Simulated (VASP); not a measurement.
VASP 6.6.1 run: SiC

INCAR

```
SIGMA = 0.02
ISIF = 2
LCHARG = .FALSE.
LASPH = .TRUE.
IMIX = 1
EDIFF = 1E-7
NSW = 0
LWAVE = .FALSE.
IBRION = -1
NBANDS = 11
NELM = 120
GGA = PE
PREC = Low
LREAL = .FALSE.
AMIX = 0.1
ISMEAR = -1
NELECT = 7.9
ENCUT = 520
```

KPOINTS

```
KPOINTS created by Atomic Simulation Environment
0
Gamma
10 10 10
0 0 0
```

POSCAR

```
Si C
 1.0000000000000000
     0.0000000000000000    2.2433939216000001    2.2433939216000001
     2.2433939216000001    0.0000000000000000    2.2433939216000001
     2.2433939216000001    2.2433939216000001    0.0000000000000000
 Si  C
   1   1
Cartesian
  0.0000000000000000  0.0000000000000000  0.0000000000000000
  1.1216969608000000  1.1216969608000000  1.1216969608000000
```

The recommended PBE PAW datasets give the neutral cell 8 valence electrons.

Command

```
mpirun -np 1 vasp_std
```

OSZICAR

```
N       E                     dE             d eps       ncg     rms          rms(c)
DAV:   1     0.222257845342E+01    0.22226E+01   -0.32539E+03  1050   0.513E+02
DAV:   2    -0.164897828595E+02   -0.18712E+02   -0.17795E+02  1324   0.103E+02
DAV:   3    -0.171124527327E+02   -0.62267E+00   -0.61622E+00  1288   0.158E+01
DAV:   4    -0.171149554269E+02   -0.25027E-02   -0.25025E-02  1179   0.130E+00
DAV:   5    -0.171149677382E+02   -0.12311E-04   -0.12311E-04  1259   0.841E-02    0.768E+00
DAV:   6    -0.165567608676E+02    0.55821E+00   -0.34786E-01  1190   0.252E+00    0.642E+00
DAV:   7    -0.162188615363E+02    0.33790E+00   -0.23203E-01  1205   0.219E+00    0.537E+00
DAV:   8    -0.160142810703E+02    0.20458E+00   -0.12770E-01  1196   0.159E+00    0.451E+00
DAV:   9    -0.158893356105E+02    0.12495E+00   -0.77683E-02  1205   0.126E+00    0.385E+00
DAV:  10    -0.158126066780E+02    0.76729E-01   -0.45959E-02  1187   0.954E-01    0.332E+00
...
DAV:  63    -0.156852776436E+02   -0.38092E-06   -0.28432E-08   636   0.137E-03    0.112E-02
DAV:  64    -0.156852779647E+02   -0.32117E-06   -0.23849E-08   607   0.125E-03    0.101E-02
DAV:  65    -0.156852782367E+02   -0.27192E-06   -0.20107E-08   574   0.115E-03    0.913E-03
DAV:  66    -0.156852784648E+02   -0.22811E-06   -0.16910E-08   583   0.105E-03    0.826E-03
DAV:  67    -0.156852786558E+02   -0.19106E-06   -0.14249E-08   559   0.962E-04    0.747E-03
DAV:  68    -0.156852788172E+02   -0.16136E-06   -0.11997E-08   532   0.881E-04    0.676E-03
DAV:  69    -0.156852789529E+02   -0.13567E-06   -0.10113E-08   544   0.808E-04    0.612E-03
DAV:  70    -0.156852790653E+02   -0.11242E-06   -0.85163E-09   544   0.740E-04    0.554E-03
DAV:  71    -0.156852791608E+02   -0.95462E-07   -0.71795E-09   544   0.678E-04
   1 F= -.15685279E+02 E0= -.15684940E+02  d E =-.678061E-03
```

From OUTCAR

```
k-points           NKPTS =     47   k-points in BZ     NKDIM =     47   number of bands    NBANDS=     11

   NELECT =       7.9000    total number of electrons

   dimension x,y,z NGX =    18 NGY =   18 NGZ =   18
   dimension x,y,z NGXF=    20 NGYF=   20 NGZF=   20

  energy-cutoff  :      520.00
  volume of cell :       22.58
      direct lattice vectors                 reciprocal lattice vectors
     0.000000000  2.243393922  2.243393922    -0.222876596  0.222876596  0.222876596
     2.243393922  0.000000000  2.243393922     0.222876596 -0.222876596  0.222876596
     2.243393922  2.243393922  0.000000000     0.222876596  0.222876596 -0.222876596

 k-points in reciprocal lattice and weights: KPOINTS created by Atomic Simulation Env
   0.00000000  0.00000000  0.00000000       0.001
   0.10000000  0.00000000  0.00000000       0.008
   0.20000000  0.00000000  0.00000000       0.008
   0.30000000  0.00000000  0.00000000       0.008
   0.40000000  0.00000000  0.00000000       0.008
   0.50000000  0.00000000  0.00000000       0.004
   0.10000000  0.10000000  0.00000000       0.006
   0.20000000  0.10000000  0.00000000       0.024
   ...

 E-fermi :   6.7347

 k-point     1 :       0.0000    0.0000    0.0000
  band No.  band energies     occupation
      1      -7.5826      2.00000
      2       7.0948      0.00000
      3       7.0951      0.00000
      4       7.0951      0.00000
      5      12.3556      0.00000
      6      13.9165      0.00000
      7      13.9165      0.00000
      8      13.9165      0.00000
      9      21.2033      0.00000
     10      21.2033      0.00000
     11      22.3994      0.00000

 k-point     2 :       0.1000    0.0000    0.0000
  band No.  band energies     occupation
      1      -7.4013      2.00000
      2       6.1072      2.00000
      3       6.9660      0.00002
      4       6.9662      0.00002
      5      12.7299      0.00000
      6      14.0823      0.00000
      7      14.1449      0.00000
      8      14.1450      0.00000
      9      20.3387      0.00000
     10      20.3387      0.00000
     11      22.6946      0.00000

 k-point     3 :       0.2000    0.0000    0.0000
  band No.  band energies     occupation
      1      -6.8666      2.00000
      2       4.0865      2.00000
      3       6.6700      1.92445
      4       6.6702      1.92375
      5      12.5926      0.00000
      6      14.5172      0.00000
      7      14.5173      0.00000
      8      15.1406      0.00000
      9      19.7005      0.00000
     10      19.7005      0.00000
     11      21.9419      0.00000

 k-point     4 :       0.3000    0.0000    0.0000
  band No.  band energies     occupation
      1      -6.0168      2.00000
      2       1.9175      2.00000
      3       6.3642      2.00000
      4       6.3644      2.00000
      5      12.1997      0.00000
      6      14.4919      0.00000
      7      14.4920      0.00000
      8      16.2070      0.00000
      9      20.3758      0.00000
     10      20.3758      0.00000
     11      21.5534      0.00000

 k-point     5 :       0.4000    0.0000    0.0000
  band No.  band energies     occupation
      1      -4.9852      2.00000
      2       0.0245      2.00000
      3       6.1519      2.00000
      4       6.1520      2.00000
      5      11.9230      0.00000
      6      14.2137      0.00000
      7      14.2138      0.00000
      8      16.6675      0.00000
      9      21.9730      0.00000
     10      22.0981      0.00000
     11      22.0981      0.00000

 ...

  Total       -2.9415885     -2.9415885     -2.9415885      0.0000000      0.0000000      0.0000000
  in kB     -208.7112660   -208.7112660   -208.7112660      0.0000000      0.0000000      0.0000000
  external PRESSURE =    -208.7112660 kB  Pullay stress =       0.0000000 kB

 POSITION                                       TOTAL-FORCE (eV/Angst)
 -----------------------------------------------------------------------------------
      0.00000      0.00000      0.00000         0.000000      0.000000      0.000000
      1.12170      1.12170      1.12170        -0.000000     -0.000000     -0.000000
 -----------------------------------------------------------------------------------
    total drift:                                0.000012      0.000012      0.000013

  FREE ENERGIE OF THE ION-ELECTRON SYSTEM (eV)
  ---------------------------------------------------
  free  energy   TOTEN  =       -15.6852791608 eV

  energy  without entropy=      -15.6846011001  energy(sigma->0) =      -15.68494013
```

It converged. Results: pressure -20.9 GPa.

The cell is charged and sits in a uniform background.

For comparison, a separate PBE run of the intended cell, on usual settings and not on those above, gives a gap of 1.43 eV on its mesh and a pressure of -13.4 GPa.

The run above took about 24 s on one core of a shared host (Intel Xeon Platinum 8488C) and held 0.11 GiB at most.
